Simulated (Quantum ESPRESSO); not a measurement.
Here is a Quantum ESPRESSO 7.5 calculation.

Contents of pw.in:

```
&CONTROL
  calculation = 'scf'
  prefix = 'pwscf'
  outdir = './tmp'
  pseudo_dir = './pseudo'
  tprnfor = .true.
  tstress = .true.
  disk_io = 'nowf'
/
&SYSTEM
  ibrav = 0
  nat = 2
  ntyp = 2
  ecutwfc = 60
  ecutrho = 480
  nbnd = 15
  occupations = 'smearing'
  smearing = 'fd'
  degauss = 0.00367493
/
&ELECTRONS
  conv_thr = 4d-10
  electron_maxstep = 120
  mixing_beta = 0.5
/
ATOMIC_SPECIES
Hf   178.4900 Hf-sp.oncvpsp.upf
N     14.0070 N.pbe-n-radius_5.UPF
CELL_PARAMETERS angstrom
  -0.0180593400    2.3667769700    2.2967208500
   2.2974021900   -0.0017934200    2.2804549200
   2.1784307400    2.2315396000    0.1171780300
ATOMIC_POSITIONS crystal
Hf     0.0002213900    0.0000936400    0.9983967600
N      0.4997786100    0.4999063600    0.5016032400
K_POINTS automatic
10 10 11 0 0 0
```

Potentials or basis: SSSP 1.3 efficiency PBE.

Command:

```sh
$ OMP_NUM_THREADS=1 pw.x -in pw.in > pw.out
```

Q: What does it give for the pressure?

A: 5.9 GPa.

Q: What does it give for the largest force?

A: 0.101 eV/Å.

Q: Estimate the band gap on the k mesh.

A: None (metal or under the smearing width).

Forces in eV/Å, atoms in the order of the input:
```
Hf   0.081  0.058 -0.017
N   -0.081 -0.058  0.017
```

The run has no spin-orbit coupling, so splittings on Hf are missing.
